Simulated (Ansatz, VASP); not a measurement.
## La: VASP beside Ansatz

Contents of INCAR:

```
SYSTEM = La
  PREC = Accurate
  ENCUT = 520
  EDIFF = 1E-7
  ISMEAR = -1
  SIGMA = 0.1
  LREAL = .False.
  LASPH = .True.
  NELM = 80
  ALGO = Normal
  ISIF = 2
  LWAVE = .False.
  LCHARG = .True.
  GGA = B5
  ALDAX = 1.0
  AGGAX = 1.0
  AGGAC = 1.0
  ALDAC = 0.0
  LELF = .True.
  LVHAR = .True.
  NBANDS = 18
```

Contents of KPOINTS:

```
regular mesh
0
Gamma
  11 11 6
  0 0 0
```

Contents of POSCAR:

```
La
1.0
    3.7155009227      0.0000000000      0.0000000000
   -1.8577504613      3.2177181868      0.0000000000
    0.0000000000      0.0000000000      5.9798759968
La
2
Direct
    0.3333333333      0.6666666667      0.2500000000
    0.6666666667      0.3333333333      0.7500000000
```

Input for Ansatz:

```yaml
crystal:
  lattice:
    - [3.7155009227, 0.0, 0.0]
    - [-1.8577504613, 3.2177181868, 0.0]
    - [0.0, 0.0, 5.9798759968]
  atoms:
    - { symbol: La, position: [0.3333333333, 0.6666666667, 0.25] }
    - { symbol: La, position: [0.6666666667, 0.3333333333, 0.75] }
hamiltonian:
  xc: blyp
  pseudopotentials:
    kind: paw
    azcp:
      La: "pseudopotentials/La.paw.azcp"
basis:
  ecutwfc: 420
  fft_grid_basis: typed
kpoints:
  mp_grid: { grid: [11, 11, 6], shift: [0, 0, 0] }
magnetization:
  spin_polarized: false
scf:
  occupations: { method: fermi_dirac, width: 0.1 }
  lower_state_search: "off"
output:
  stress: true
```

Alike in both runs: task single point; functional BLYP; k mesh 11 × 11 × 6; occupations fermi-dirac, width 0.1 eV; no spin polarisation.

|  | VASP | Ansatz |
| --- | --- | --- |
| version | VASP 6.6.1 | Ansatz 0.2.0 |
| potentials or method | VASP PAW PBE potentials, release 64 (La) | plane waves (420 eV) with PAW, scalar-relativistic |
| plane-wave cutoff (eV) | 520 | 420 |
| valence electrons in the cell | 22 | 22 |

VASP gave:

```
pressure (GPa)                                  : 3.7
largest component of the traceless stress (GPa) : 0.17
```

What did Ansatz give for the same quantities?

Pressure (GPa): 3.7; largest component of the traceless stress (GPa): 0.19.

Caveats: the PAW data sets were made with another functional, which shifts forces and pressure a little (VASP). The runs have no spin-orbit coupling, so splittings on La are missing.
